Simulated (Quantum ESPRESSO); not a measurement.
A run of Quantum ESPRESSO 7.5 is set up as follows.

File pw.in:

```
&CONTROL
  calculation = 'vc-relax'
  prefix = 'pwscf'
  outdir = './tmp'
  pseudo_dir = './pseudo'
  tprnfor = .true.
  tstress = .true.
  disk_io = 'low'
  nstep = 40
  forc_conv_thr = 0.0004
  etot_conv_thr = 1d-05
/
&SYSTEM
  ibrav = 0
  nat = 2
  ntyp = 2
  ecutwfc = 45
  ecutrho = 270
  nbnd = 14
  occupations = 'smearing'
  smearing = 'fd'
  degauss = 0.00367493
/
&ELECTRONS
  conv_thr = 4d-10
  electron_maxstep = 120
  mixing_beta = 0.5
/
&IONS
  ion_dynamics = 'bfgs'
/
&CELL
  cell_dynamics = 'bfgs'
  press = 0
  press_conv_thr = 0.3
/
ATOMIC_SPECIES
Zr    91.2240 Zr.GGA_PBE-JTH.UPF
C     12.0110 C.GGA_PBE-JTH.UPF
CELL_PARAMETERS angstrom
   0.0000000000    2.3650000000    2.3650000000
   2.3650000000    0.0000000000    2.3650000000
   2.3650000000    2.3650000000    0.0000000000
ATOMIC_POSITIONS angstrom
Zr     2.3650000000    2.3650000000    2.3650000000
C      0.0000000000    0.0000000000    0.0000000000
K_POINTS automatic
10 10 10 0 0 0
```

Potentials or basis: JTH 2.0 PBE.

Command:

```sh
$ OMP_NUM_THREADS=1 pw.x -in pw.in > pw.out
```

(1) Predict the band gap on the k mesh.

(2) Estimate the relaxed volume.

(3) What does it give for the relaxed cell?

Answers

(1) none (metal or under the smearing width).

(2) 13.03 Å³/atom.

(3) a = 3.327 Å, b = 3.327 Å, c = 3.327 Å, α = 60.00°, β = 60.00°, γ = 60.00°.

Caveat: the cutoff is low for these files, which shifts pressure and relaxed volume.
